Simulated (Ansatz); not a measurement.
SnSe2, 3 atoms in the cell. The structure is trigonal, space group P-3m1 (No. 164). Conventional cell: a = 3.811 Å, b = 3.811 Å, c = 6.136 Å, α = 90.00°, β = 90.00°, γ = 120.00°. Sn (site symmetry -3m) has 6 Se at 2.68 Å as nearest neighbours. Se (site symmetry 3m) is surrounded by 3 Sn at 2.68 Å. 

| Property | Result |
| --- | --- |
| Program | Ansatz 0.2.0 |
| Task | relaxation of cell and atoms |
| Functional | PBEsol |
| Potentials or basis | Ansatz PAW |
| Cutoff | 420 eV (not typed: the program's choice for these potentials) |
| k mesh | 8 × 8 × 5 |
| Occupations | fermi-dirac, width 0.05 eV |
| Spin | no spin polarisation |

Potentials or basis: Ansatz PAW.

Launch:

```bash
$ ansatz run input.yaml --threads 2 --pin off --max-ram 5632MiB --backend cpu --events-out ev --progress --plain --runs-dir out
```

Hardware: 2 threads of Intel(R) Xeon(R) Platinum 8375C CPU @ 2.90GHz (Ice Lake) (shared host).

Task: Estimate the wall time of this run.

Result: Run time: 12 s on 2 threads of Intel(R) Xeon(R) Platinum 8375C CPU @ 2.90GHz (Ice Lake), with other jobs on the host, peak memory 0.49 GiB. Counts: scf iterations 35, plane waves 1521, k points 40, bands 28, ion steps 5.
